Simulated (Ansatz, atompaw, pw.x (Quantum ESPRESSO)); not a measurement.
**Mo (Z = 42): does the PAW (atompaw) potential hold in the solid?**

| Property | Result |
| --- | --- |
| Element | Mo (Z = 42) |
| Generator | atompaw 4.2.0.5 |
| Type | PAW |
| Functional | PBE |
| Relativity | scalar-relativistic |
| Frozen core | [Ar] 3d10 |
| Valence charge | 14 |
| Reference configuration | 4s2 4p6 4d5 5s1 5p0 |
| Partial waves | 4s (bound): rc 2.05 bohr; 5s (bound): rc 1.75 bohr; 4p (bound): rc 2.10 bohr; 5p (bound, empty): rc 2.55 bohr; 4d (bound): rc 2.15 bohr; 4d channel at 0.2 Ry: rc 2.15 bohr |
| Local potential | troulliermartins scheme with l = 3 at -0.5 Ry, radius 1.95 bohr |
| Core correction | smooth core density matched at 1.60 bohr |
| Augmentation charge | besselshape compensation charge, radius 2.10 bohr; PAW radius 2.55 bohr; waves and projectors: custom rrkj gramschmidtortho |

Atomic tests: cutoffs needed: 25 Ry and 40 Ry (the cutoffs (Ry, on a coarse ladder) from which the occupation-weighted sum of valence levels, in a spherical-Bessel basis at the reference potential, stays within 10 and 1 mRy of its value at 400 Ry); ghost test: no extra level below or beside the all-electron valence levels (s, p, d, f tested) (spherical-Bessel basis up to 400 Ry, 20 bohr box); lowest eigenvalue of the overlap operator: 0.17 (s channel).

Crystal test: fcc Mo in pw.x 7.5, no spin, 14³ k-points, Fermi–Dirac smearing 0.01 Ry, cutoffs 50/500 Ry. The lattice is a test structure that the element need not adopt, and mesh and smearing are coarse.

pw.x input:

```
&control
  calculation='scf', prefix='x', pseudo_dir='./', outdir='./tmp', tstress=.true., disk_io='low'
/
&system
  ibrav=0, nat=1, ntyp=1, ecutwfc=50, ecutrho=500, nbnd=15,
  occupations='smearing', smearing='fd', degauss=0.01
/
&electrons
  conv_thr=1e-09, mixing_beta=0.4, electron_maxstep=70
/
ATOMIC_SPECIES
Mo 1.0 Mo.UPF
CELL_PARAMETERS angstrom
  0.00000000 2.00112437 2.00112437
  2.00112437 0.00000000 2.00112437
  2.00112437 2.00112437 0.00000000
ATOMIC_POSITIONS crystal
Mo 0.0000 0.0000 0.0000
K_POINTS automatic
14 14 14 0 0 0
```

```bash
pw.x < Mo.scf.in > Mo.scf.out
```

Question: How does the run end?

Answer: It converges; the pressure is -0.70 GPa against 0.44 GPa from all-electron LAPW.  The log shows:

```
     charge density cutoff     =     500.0000  Ry
     scf convergence threshold =      1.0E-09
     Exchange-correlation= SLA PW PBX PBC
     number of k points=   104  Fermi-Dirac smearing, width (Ry)=  0.0100
     iteration #  1     ecut=    50.00 Ry     beta= 0.40
     total energy              =    -363.89359297 Ry
     estimated scf accuracy    <       0.12446874 Ry
     iteration #  2     ecut=    50.00 Ry     beta= 0.40
     total energy              =    -363.87280095 Ry
     estimated scf accuracy    <       0.01546973 Ry
     iteration #  3     ecut=    50.00 Ry     beta= 0.40
     total energy              =    -363.88428503 Ry
     estimated scf accuracy    <       0.00087726 Ry
     iteration #  4     ecut=    50.00 Ry     beta= 0.40
     total energy              =    -363.88721849 Ry
     estimated scf accuracy    <       0.00107669 Ry
     [... 3 iterations left out ...]
     iteration #  8     ecut=    50.00 Ry     beta= 0.40
     total energy              =    -363.89099810 Ry
     estimated scf accuracy    <       0.00000076 Ry
     iteration #  9     ecut=    50.00 Ry     beta= 0.40
     total energy              =    -363.89099815 Ry
     estimated scf accuracy    <       0.00000006 Ry
     iteration # 10     ecut=    50.00 Ry     beta= 0.40
     total energy              =    -363.89099816 Ry
     estimated scf accuracy    <          1.5E-09 Ry
     iteration # 11     ecut=    50.00 Ry     beta= 0.40
     the Fermi energy is    20.0939 ev
!    total energy              =    -363.89099816 Ry
     estimated scf accuracy    <          1.3E-10 Ry
     smearing contrib. (-TS)   =      -0.00582030 Ry
     The total energy is F=E-TS. E is the sum of the following terms:
     one-electron contribution =     -16.20568213 Ry
     hartree contribution      =      19.70291405 Ry
     xc contribution           =     -15.77914795 Ry
     ewald contribution        =    -118.81722445 Ry
     one-center paw contrib.   =    -232.78603738 Ry
     convergence has been achieved in  11 iterations
          total   stress  (Ry/bohr**3)                   (kbar)     P=       -7.04
```
